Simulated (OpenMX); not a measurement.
Wanted: the native input for an OpenMX 3.8.5 run.

```yaml
Task: band structure
Functional: PBE
Potentials_or_basis: OpenMX 2013 PBE set, Pt7.0-s3p2d2f1, S7.0-s2p2d1f1, grid cutoff 400 Ry
k_mesh: 7 × 7 × 5
Occupations: fermi-dirac, width 0.05 eV
Spin: no spin polarisation
Mixing_scheme: rmm-diisk
SCF_threshold: 1e-08 Ha
Solver: band
Max_SCF_cycles: 100
```

Crystal: PtS2.

```xyz
3
Lattice="3.3954 0.0000 0.0000 -1.6977 2.9405 0.0000 0.0000 0.0000 4.8286" Properties=species:S:1:pos:R:3 pbc="T T T"
Pt    0.0000    0.0000    0.0000
S     1.6977    0.9802    3.7325
S     0.0000    1.9603    1.0961
```

The input as run:

PtS2.dat

```
System.CurrrentDirectory             ./
System.Name                          PtS2
DATA.PATH                            ./DFT_DATA13
level.of.stdout                      1
level.of.fileout                     0
Species.Number                       2
<Definition.of.Atomic.Species
  Pt  Pt7.0-s3p2d2f1         Pt_PBE13
  S   S7.0-s2p2d1f1          S_PBE13
Definition.of.Atomic.Species>

Atoms.Number                         3
Atoms.SpeciesAndCoordinates.Unit     FRAC
<Atoms.SpeciesAndCoordinates
    1  Pt    0.0000000000    0.0000000000    0.0000000000   8.000  8.000
    2  S     0.6666666667    0.3333333333    0.7730000000   3.000  3.000
    3  S     0.3333333333    0.6666666667    0.2270000000   3.000  3.000
Atoms.SpeciesAndCoordinates>

Atoms.UnitVectors.Unit               Ang
<Atoms.UnitVectors
     3.3953917675    0.0000000000    0.0000000000
    -1.6976958838    2.9404955265    0.0000000000
     0.0000000000    0.0000000000    4.8286012752
Atoms.UnitVectors>

scf.XcType                           GGA-PBE
scf.SpinPolarization                 off
scf.ElectronicTemperature            580.226
scf.energycutoff                     400.0
scf.maxIter                          100
scf.EigenvalueSolver                 band
scf.Kgrid                            7 7 5
scf.Mixing.Type                      rmm-diisk
scf.Init.Mixing.Weight               0.05
scf.Min.Mixing.Weight                0.001
scf.Max.Mixing.Weight                0.3
scf.Mixing.History                   25
scf.Mixing.StartPulay                8
scf.criterion                        1.0e-8
scf.stress.tensor                    on
MD.Type                              nomd
Band.dispersion                      on
Band.Nkpath                          9
<Band.kpath
   11   0.000000  0.000000  0.000000    0.500000  0.000000  0.000000  G M
    6   0.500000  0.000000  0.000000    0.333333  0.333333  0.000000  M K
   13   0.333333  0.333333  0.000000    0.000000  0.000000  0.000000  K G
    7   0.000000  0.000000  0.000000    0.000000  0.000000  0.500000  G A
   11   0.000000  0.000000  0.500000    0.500000  0.000000  0.500000  A L
    6   0.500000  0.000000  0.500000    0.333333  0.333333  0.500000  L H
   13   0.333333  0.333333  0.500000    0.000000  0.000000  0.500000  H A
    7   0.500000  0.000000  0.500000    0.500000  0.000000  0.000000  L M
    7   0.333333  0.333333  0.000000    0.333333  0.333333  0.500000  K H
Band.kpath>
```

Potentials or basis: OpenMX 2013 PBE set, Pt7.0-s3p2d2f1, S7.0-s2p2d1f1, grid cutoff 400 Ry.

Run with:

```bash
$ openmx PtS2.dat -nt 1 > PtS2.std
```

Results of the run:

```json
{
 "Pressure": "45.4 GPa",
 "Largest force": "4.228 eV/Å",
 "Band gap on the k mesh": "1.01 eV, indirect (least direct gap 1.31 eV)",
 "Band gap along the path": "1.18 eV, indirect (least direct gap 1.63 eV)",
 "Mulliken charges": "Pt +0.29; S -0.15 e"
}
```

Caveat: Mulliken charges move with the basis; spin-orbit coupling is left out, which moves the levels of the heavy elements; the basis of atomic orbitals isn't converged, which shifts pressures, moduli and gaps; forces of over 1 eV/Å show positions far from the minimum, so gaps and moduli don't describe the material at rest.

Wall time 4.5 min on 1 thread of Intel(R) Xeon(R) 6975P-C (Granite Rapids) (shared host), peak memory 1 GiB.
